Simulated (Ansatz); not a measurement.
# TiO2 (Imma) in Ansatz: reference runs

Aim: a first look at TiO2 with PBEsol, on the cell as given and on a disturbed one, and energy against volume gives the equilibrium volume and stiffness.

All numbers are computed with Ansatz 0.2.0; they aren't measurements. Logs are shortened: lines on timing, memory, paths and dates and some standing lists are left out, and cuts for length are marked.

## 1. Starting point

The structure is orthorhombic, space group Imma (No. 74). The conventional cell has a = 5.946 Å, b = 6.575 Å, c = 6.575 Å, α = 90.00°, β = 90.00°, γ = 90.00°. Ti (site symmetry 2/m) has 6 O at 1.96 to 2.00 Å as nearest neighbours. Ti (site symmetry mm2) is surrounded by 6 O at 1.94 to 2.00 Å. O (site symmetry m) is surrounded by 3 Ti at 1.94 to 2.00 Å. Around O (site symmetry m) lie 3 Ti at 1.96 to 2.00 Å.

The cell is a database's computed one.

## 2. Single point, PBEsol

Contents of input.yaml:

```yaml
crystal:
  lattice:
    - [-2.97316, 3.287369, 3.287402]
    - [2.97316, -3.287369, 3.287402]
    - [2.97316, 3.287369, -3.287402]
  atoms:
    - { symbol: Ti, position: [0.0, 0.5, 0.0] }
    - { symbol: Ti, position: [0.0, 0.0, 0.5] }
    - { symbol: Ti, position: [0.495245, 0.245245, 0.25] }
    - { symbol: Ti, position: [0.504755, 0.754755, 0.75] }
    - { symbol: O, position: [0.695081, 0.69523, 0.500149] }
    - { symbol: O, position: [0.695081, 0.194932, 0.999851] }
    - { symbol: O, position: [0.804516, 0.749617, 0.054899] }
    - { symbol: O, position: [0.194718, 0.749617, 0.445101] }
    - { symbol: O, position: [0.805282, 0.250383, 0.554899] }
    - { symbol: O, position: [0.304919, 0.805068, 0.000149] }
    - { symbol: O, position: [0.195484, 0.250383, 0.945101] }
    - { symbol: O, position: [0.304919, 0.30477, 0.499851] }
hamiltonian:
  xc: pbesol
  pseudopotentials: { kind: paw }
kpoints:
  mp_grid: { grid: [6, 6, 6] }
scf:
  occupations: { method: fermi_dirac, width: 0.05 }
output:
  forces: true
  stress: true
  eigenvalues: true
```

Potentials or basis: Ansatz PAW.

The run is started by

```
ansatz run input.yaml --threads 4 --pin off --max-ram 11264MiB --backend cpu --events-out ev --progress --plain --runs-dir out
```

The program printed:

```text
Warning: RAYON_NUM_THREADS=4 ignored (pool sized by the plan → 4); use --threads N
Engine: ansatz 0.2.0, aarch64-unknown-linux-gnu
Pseudopotentials: kind: paw
Pseudopotential: Ti, paw, valence charge 12, recommended cutoff 420 eV (normal), Ti.paw.azcp
Pseudopotential: O, paw, valence charge 6, recommended cutoff 420 eV (normal), O.paw.azcp
Functional definition: PBEsol
  exchange = pbesol_x
  correlation = pbesol_c
Crystal: 12 atoms, lattice volume = 128.523 Å³
Basis set: ecut = 420 eV, 2497 PW (Γ), exchange–correlation on 80×80×80 points (8 copies of the dense FFT grid, shifted against one another)
Bands: 60, of which v1, the nominal top of the filled ones, is band 48 counted from 1 (47 counted from 0)
Symmetry: 8 space group operations
Space group: Imma (ITA 74), of the structure as read, at distance tolerance 5.0e-5 Å
k-points: 46 of 216
Non-local potential: Ti, projectors of the file, l = 0: 3, l = 1: 2, l = 2: 3, l = 3: 1
Non-local potential: O, projectors of the file, l = 0: 2, l = 1: 2, l = 2: 1
PAW form: soft (Blöchl's): semilocal exchange-correlation on the pseudo side does not see the compensation charge
PAW frozen core: Ti, regenerated for the run's functional, and the local potential with it (the file was generated under x = pbe(κ = 0.804, μ = 0.2195149727645171), c = pbe(β = 0.06672455060314922))
PAW frozen core: O, regenerated for the run's functional, and the local potential with it (the file was generated under x = pbe(κ = 0.804, μ = 0.2195149727645171), c = pbe(β = 0.06672455060314922))
PAW one-centre angular grid: Ti, 590 points (default); XC on 64 Gauss nodes
PAW one-centre angular grid: O, 110 points (default); XC on 64 Gauss nodes
Initial density: superposition of atomic densities (neutral atoms: chi_scale 0, normalization atom), corrected by the library's trained network
Initial wavefunctions: pseudopotential atomic-orbital guess
Functional: x = pbesol(κ = 0.804, μ = 0.12345679012345678), c = pbesol(β = 0.046)
SCF iter   1: F=—  HF=-14399.183701 eV  |F-HF|=—  |Δ(HF+E_count)|=         —  Δρ=1.96e-2  dr2=4.25e-1  ethr=1.77e-3  ⟨swp⟩=5.0  Hψ=10460  notcnv=0
preconditioner: auto → Resta (q_TF=auto, 2.599 Å⁻¹)  ε∞=9.2  [insulator: Δε(μ)=1.619 eV  Ē_g=9.141 eV  σ=0.050 eV  W_gap=1.00  n_scr=42 (ndim 8)  ℏωp=26.2 eV  f_vac=0.025  D(μ)=0.00/eV (n_scr^D=0)  ε∞_Penn≈9.2]
SCF iter   2: F=—  HF=-14399.116931 eV  |F-HF|=—  |Δ(HF+E_count)|=   6.68e-2  Δρ=9.86e-3  dr2=1.15e-1  ethr=4.43e-4  ⟨swp⟩=2.2  Hψ=4939  notcnv=0  defer=115
SCF iter   3: F=—  HF=-14399.097035 eV  |F-HF|=—  |Δ(HF+E_count)|=   1.99e-2  Δρ=2.68e-3  dr2=7.56e-3  ethr=1.20e-4  ⟨swp⟩=2.0  Hψ=4183  notcnv=0  defer=115
SCF iter   4: F=—  HF=-14399.095588 eV  |F-HF|=—  |Δ(HF+E_count)|=   1.45e-3  Δρ=6.57e-4  dr2=3.98e-4  ethr=7.88e-6  ⟨swp⟩=2.0  Hψ=5091  notcnv=0  defer=69
automatic band count: iteration 4 solves 59 bands in place of 60: the levels show a gap, and the empty bands left out lie too high to hold charge; the band table lists the bands solved (type scf.n_extra_bands for more)
SCF iter   5: F=—  HF=-14399.095690 eV  |F-HF|=—  |Δ(HF+E_count)|=   1.02e-4  Δρ=1.26e-4  dr2=2.47e-5  ethr=4.14e-7  ⟨swp⟩=2.7  Hψ=4116  notcnv=0  defer=69
SCF iter   6: F=—  HF=-14399.095712 eV  |F-HF|=—  |Δ(HF+E_count)|=   2.14e-5  Δρ=4.28e-5  dr2=1.99e-6  ethr=2.57e-8  ⟨swp⟩=2.1  Hψ=4704  notcnv=0  defer=69
SCF iter   7: F=—  HF=-14399.095713 eV  |F-HF|=—  |Δ(HF+E_count)|=   1.00e-6  Δρ=2.57e-5  dr2=1.02e-6  ethr=2.08e-9  ⟨swp⟩=2.0  Hψ=4711  notcnv=0  defer=69
SCF iter   8: F=-14399.095713 eV  HF=-14399.095713 eV  |F-HF|=9.98e-9  |Δ(HF+E_count)|=   1.22e-7  Δρ=7.11e-6  dr2=7.06e-8  ethr=1.04e-10  ⟨swp⟩=6.2  Hψ=10646  notcnv=0
SCF 1 converged in 8 iterations: F = -14399.095713 eV  dr2 = 7.06e-8
SCF converged after 8 iterations
Free energy (F): -14399.095713 eV
Harris-Foulkes:  -14399.095713 eV  (|F-HF|=9.98e-9)
Internal energy: -14399.095713 eV  (E = F + TS)
E sigma→0 (E₀):  -14399.095713 eV
Fermi energy:    9.448316 eV
--- Per-component energies (eV) ---
  E_band       = -827.040592
  E_kinetic    = 2477.588765
  E_local      = -6264.862714  (includes V_loc(G=0)·N_el)
  E_nonlocal   = 399.707523
  E_hartree    = 2371.976851
  E_xc         = -971.356938
  E_vxc        = -1236.305217  (∫ρ·V_xc dr)
  E_paw        = -5295.657248  (= ΣΔE_a)
  E_vpaw       = -947.148611  (= ΣTr[D̂ρ^β])
  E_aug_tail   = 0.020321  (compensation charges beyond the density's cutoff)
  E_ewald      = -7117.352114
  E_core_change = 0.839841  (= ΣΔE_core)
  E_smearing   = -0.000000  (= −TS)
  E_closure    = 0.000000  (closes the sum)
  Σ components = -14399.095713   (vs F -14399.095713, Δ=0.00e0)
--- Forces (eV/Å), atoms counted from 1 ---
  atom   1  Ti    -0.00000000     0.00000000     0.00000000
  atom   2  Ti     0.00000000     0.00000000    -0.00000000
  atom   3  Ti    -0.00000000     0.00000000     0.00964230
  atom   4  Ti     0.00000000     0.00000000    -0.00964230
  atom   5  O      0.03200981     0.00000000    -0.11522744
  atom   6  O     -0.03200981    -0.00000000    -0.11522744
  atom   7  O     -0.00000000     0.12589948     0.02048754
  atom   8  O      0.00000000    -0.12589948     0.02048754
  atom   9  O     -0.00000000     0.12589948    -0.02048754
  atom  10  O      0.03200981     0.00000000     0.11522744
  atom  11  O      0.00000000    -0.12589948    -0.02048754
  atom  12  O     -0.03200981     0.00000000     0.11522744
  max |Σ_I F_I| component: 4.16e-17 eV/Å
--- Stress (GPa, compression-positive) ---
       -9.414259       0.000000       0.000000
        0.000000      -7.464494      -0.000000
        0.000000      -0.000000      -7.373022
  P = ⅓ Tr σ = -8.0839 GPa (-80.839 kbar)
--- Band table (eV; the first three rows and the last of 46) ---
  k-point 0: bands = ["-48.0994", "-48.0829", "-48.0558", "-48.0489", "-24.7362", "-24.7304", "-24.5056", "-24.5044", "-24.3757", "-24.3682", "-24.3605", "-24.3553", "-24.3552", "-24.3525", "-24.3188", "-24.2878", "-9.4251", "-8.2724", "-8.1563", "-8.1562", "-7.8835", "-7.8825", "-7.5881", "-7.5865", "2.8767", "3.3469", "3.7827", "3.9527", "3.9535", "4.0556", "4.0584", "4.8627", "4.8629", "5.1239", "5.1252", "5.8590", "5.8618", "6.0371", "6.0398", "6.6593", "7.3425", "7.3489", "7.8981", "7.8996", "7.8999", "8.1322", "8.1338", "8.5735", "10.3788", "10.6463", "10.9318", "10.9829", "11.0066", "11.0925", "11.1164", "11.6856", "11.6939", "11.7189", "11.7342"]
  k-point 1: bands = ["-48.0962", "-48.0810", "-48.0585", "-48.0515", "-24.7105", "-24.7029", "-24.4977", "-24.4898", "-24.3923", "-24.3856", "-24.3621", "-24.3534", "-24.3493", "-24.3479", "-24.3453", "-24.3185", "-9.3084", "-8.2341", "-8.2076", "-8.1205", "-7.9529", "-7.8614", "-7.6711", "-7.6289", "3.0520", "3.4864", "3.8036", "3.9343", "3.9696", "4.1156", "4.2359", "4.7729", "4.7798", "5.0579", "5.2346", "5.9827", "6.0064", "6.0567", "6.2078", "6.4699", "7.1551", "7.2500", "7.4391", "7.7313", "7.8369", "7.8590", "7.9252", "8.4892", "10.5928", "10.8374", "10.9197", "10.9329", "11.1486", "11.1554", "11.2545", "11.6157", "11.6565", "11.6946", "11.9158"]
  k-point 2: bands = ["-48.0875", "-48.0755", "-48.0657", "-48.0585", "-24.6388", "-24.6271", "-24.4790", "-24.4563", "-24.4255", "-24.4216", "-24.4073", "-24.3991", "-24.3652", "-24.3542", "-24.3487", "-24.3425", "-8.9989", "-8.3072", "-8.1363", "-8.1073", "-8.0216", "-7.8823", "-7.8633", "-7.7382", "3.3958", "3.9405", "3.9701", "4.0218", "4.0380", "4.1721", "4.3771", "4.6464", "4.8530", "4.9946", "5.4621", "5.6639", "6.1852", "6.2561", "6.2837", "6.4663", "6.5331", "6.6599", "7.0527", "7.3937", "7.5037", "7.5475", "7.8433", "8.2060", "10.7806", "10.8428", "10.8851", "11.2599", "11.4022", "11.4865", "11.5353", "11.5567", "11.5734", "11.7237", "12.1378"]
  k-point 45: bands = ["-48.0946", "-48.0875", "-48.0559", "-48.0490", "-24.7369", "-24.7311", "-24.5166", "-24.5156", "-24.3737", "-24.3662", "-24.3592", "-24.3539", "-24.3483", "-24.3457", "-24.3059", "-24.3005", "-8.7730", "-8.7715", "-8.0694", "-8.0693", "-7.9926", "-7.9916", "-7.7117", "-7.7100", "3.1281", "3.1303", "4.1772", "4.1818", "4.7966", "4.7966", "4.9353", "4.9358", "4.9892", "4.9892", "5.7614", "5.7629", "5.8272", "5.8330", "6.2991", "6.3038", "6.4398", "6.4453", "7.1587", "7.1599", "7.3108", "7.3132", "7.5124", "7.5164", "10.4067", "10.4149", "11.0262", "11.0281", "11.4489", "11.4502", "11.6762", "11.6908", "12.1287", "12.1377", "12.3093"]
```

Wall time 6.5 s (4 threads of Arm Neoverse V1, shared host); peak memory 0.66 GiB.

Results:

```
Free energy            : -14399.0957 eV
Pressure               : -8.1 GPa
Largest force          : 0.128 eV/Å
Band gap on the k mesh : 1.81 eV
```

Forces in eV/Å, atoms in the order of the input:
```
Ti   0.000  0.000  0.000
Ti   0.000  0.000  0.000
Ti   0.000  0.000  0.010
Ti   0.000  0.000 -0.010
O    0.032  0.000 -0.115
O   -0.032  0.000 -0.115
O    0.000  0.126  0.020
O    0.000 -0.126  0.020
O    0.000  0.126 -0.020
O    0.032  0.000  0.115
O    0.000 -0.126 -0.020
O   -0.032  0.000  0.115
```

Levels at points of the mesh, in eV from the valence-band top:
| k point | band 44 | band 45 | band 46 | band 47 | band 48 | band 49 | band 50 | band 51 | band 52 | band 53 |
| --- | --- | --- | --- | --- | --- | --- | --- | --- | --- | --- |
| (0.00, 0.00, 0.00) | -0.67 | -0.67 | -0.44 | -0.44 | 0.00 | 1.81 | 2.07 | 2.36 | 2.41 | 2.43 |
| (0.00, 0.00, -0.50) | -1.58 | -1.21 | -1.21 | -0.62 | -0.62 | 2.20 | 2.20 | 2.58 | 2.58 | 2.87 |
| (0.00, -0.50, 0.00) | -1.57 | -1.20 | -1.20 | -0.63 | -0.61 | 2.20 | 2.22 | 2.55 | 2.58 | 2.86 |
| (0.00, -0.50, -0.50) | -1.58 | -1.00 | -0.99 | -0.72 | -0.72 | 1.84 | 1.84 | 2.44 | 2.45 | 2.92 |
| (-0.50, -0.50, -0.50) | -1.41 | -1.26 | -1.26 | -1.06 | -1.06 | 1.83 | 1.84 | 2.45 | 2.45 | 2.88 |

Caveat: the pressure holds a Pulay correction of +0.8 GPa for the finite cutoff; the PAW data sets come from PBE, with cores solved anew for the run's functional, which leaves a small shift of forces and pressure. A k mesh can miss the band edges.

[end of part 1 of 3]
